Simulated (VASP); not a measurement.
Input of a VASP 6.6.1 run:

The input INCAR:

```
SYSTEM = Mg
ALGO = Normal
EDIFF = 1E-6
ENCUT = 520
GGA = CA
ISIF = 2
ISMEAR = 0
LASPH = .TRUE.
LCHARG = .FALSE.
LREAL = .FALSE.
LWAVE = .FALSE.
NBANDS = 7
NELM = 100
PREC = Accurate
SIGMA = 0.15
```

Contents of KPOINTS:

```
k-points
0
G
  18 18 18
  0 0 0
```

File POSCAR:

```
Mg
1.0
    0.0000000000      2.3284156000      2.2442560000
    2.3284156000      0.0000000000      2.2442560000
    2.3284156000      2.3284156000      0.0000000000
Mg
1
Direct
    0.0000000000      0.0000000000      0.0000000000
```

Potentials or basis: VASP PAW LDA potentials, release 64 (Mg).

Launch:

```console
$ cat potpaw_LDA.64/Mg/POTCAR > POTCAR
$ mpirun -np 1 vasp_std > vasp.out
```

Task: Estimate the band gap on the k mesh.

Result: None (metal or under the smearing width).

Task: What does it give for the pressure?

Result: -3.7 GPa.

Stress tensor (GPa, compression positive):
```
-3.86  0.00  0.00
 0.00 -3.86  0.00
 0.00  0.00 -3.45
```
